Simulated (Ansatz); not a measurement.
A crystal relaxed with r2SCAN in the PAW code Ansatz has space group I-43d (No. 220) and a = 6.776 Å.

```csv
atom,site,x,y,z
Xx,12a,0.3750,0.0000,0.2500
N,16c,0.0648,0.0648,0.0648
```

r2SCAN gives a direct gap of 1.01 eV at Γ. With HSE06 the gap is 1.56 eV and direct, at Γ. The PBE gap is direct at Γ: 0.68 eV. Meshes: r2SCAN 6×6×6, HSE06 4×4×4, PBE 6×6×6. r2SCAN's ε∞ is 11.3 in all directions.

Q: Which element is Xx?
A. Sn
B. Hf
C. Zr
D. Ti

A: C. Xx is Zr: a 14-atom cell of Zr3N4 started from a crystallographic database. Zr has 8 N at 2.22–2.49 Å; N has 6 Zr at 2.22–2.49 Å.

(Simulation; spin polarisation is off.)

The meshes of the hybrids are coarse, so their gaps aren't converged to the digits shown.

For a response run the program warns that the ground state's bands aren't all converged, so ε∞ carries an extra error.
